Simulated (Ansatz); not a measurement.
# SiNi2: properties at the relaxed cell

The task here is to estimate one member of a computed series from the others.

Method: DFT r2SCAN, scalar-relativistic, plane waves, PAW, in Ansatz 0.2.0.

1 further run of the same task is left out (set aside as unsound or not needed). Runs told in other sessions of the task aren't counted.

**The structure to begin with**

The structure is hexagonal, space group P6_3/mmc (No. 194). The conventional cell has a = 3.870 Å, b = 3.870 Å, c = 4.927 Å, α = 90.00°, β = 90.00°, γ = 120.00°. Si (site symmetry -6m2) has 11 Ni at 2.23 to 2.55 Å in its first shell of neighbours. Ni (site symmetry -3m) is surrounded by 8 Ni at 2.46 to 2.55 Å and 6 Si at 2.55 Å. Ni (site symmetry -6m2) is surrounded by 5 Si at 2.23 to 2.46 Å and 6 Ni at 2.55 Å.

Structure file:

```cif
data_structure
_symmetry_space_group_name_H-M 'P6_3/mmc'
_symmetry_Int_Tables_number 194
_cell_length_a 3.8695
_cell_length_b 3.8695
_cell_length_c 4.9268
_cell_angle_alpha 90.000
_cell_angle_beta 90.000
_cell_angle_gamma 120.000
_cell_volume 63.89
loop_
_atom_site_label
_atom_site_type_symbol
_atom_site_symmetry_multiplicity
_atom_site_Wyckoff_symbol
_atom_site_fract_x
_atom_site_fract_y
_atom_site_fract_z
_atom_site_occupancy
Si1 Si 2 d 0.33333 0.66667 0.75000 1
Ni1 Ni 2 a 0.00000 0.00000 0.00000 1
Ni2 Ni 2 c 0.33333 0.66667 0.25000 1
```

This cell was relaxed beforehand with the same method: volume 10.65 Å³/atom, gap on the mesh none (metal).

The first run:

Contents of input.yaml:

```yaml
crystal:
  lattice:
    - [3.8304565176, 0.0, 0.0]
    - [-1.9152282588, 3.3172726523, 0.0]
    - [0.0, 0.0, 4.8770420811]
  atoms:
    - { symbol: Si, position: [0.3333333333, 0.6666666667, 0.75] }
    - { symbol: Si, position: [0.6666666667, 0.3333333333, 0.25] }
    - { symbol: Ni, position: [0.0, 0.0, 0.0] }
    - { symbol: Ni, position: [0.0, 0.0, 0.5] }
    - { symbol: Ni, position: [0.3333333333, 0.6666666667, 0.25] }
    - { symbol: Ni, position: [0.6666666667, 0.3333333333, 0.75] }
basis:
  ecutwfc: 500
kpoints:
  mp_grid: { grid: [12, 12, 8] }
hamiltonian:
  xc: r2scan
scf:
  occupations: { method: gaussian, width: 0.1 }
output:
  forces: true
  stress: true
  eigenvalues: true
relax:
  adjacent_minimum: "off"
  f_tol: 0.01
  max_steps: 30
  cell: { stress_tol: 0.1, fix: [volume] }
```

The run is started by

```bash
$ ansatz run input.yaml --threads 2 --pin off --max-ram 5120MiB --backend cpu --events-out ev --progress --plain --runs-dir out
```

Among the steps run: Point at V/V0 = 0.97; Volume × 1.03; Volume × 0.94; Point at V/V0 = 1.06; The cell scaled to 0.91 of its volume; Volume × 1.10; Point at V/V0 = 0.88.

One table of the session follows, with a row left open; its other results are not shown here.

It belongs to the step «Equation of state». 

```
volume (Å³/atom)  energy above the lowest point (meV/atom)  pressure (GPa)
           9.370                                     137.2           38.86
           9.690                                      72.4           26.52
          10.009                                      30.2           16.13
          10.328                                       7.1            7.38
          10.648                                       0.0            0.01
          10.967                                         ?               ?
          11.287                                      24.1          -11.36
          11.713                                      62.1          -16.96
```

**Question.** Estimate the row for volume (Å³/atom) = 10.967.

Worked estimate for «energy above the lowest point (meV/atom)». A straight line through the neighbours (10.648, 0.0) and (11.287, 24.1) gives 0.0 + (24.1 − 0.0) × (10.967 − 10.648) / (11.287 − 10.648) = 12.0; a parabola fitted to 4 rows on both sides gives 6.6.

The run gave: energy above the lowest point (meV/atom): 6.4; pressure (GPa): -6.17. In «energy above the lowest point (meV/atom)» the line misses by +5.6 and the parabola by +0.2.

Limits of these values: The final runs have no spin polarisation, so a magnetic state may lie lower.
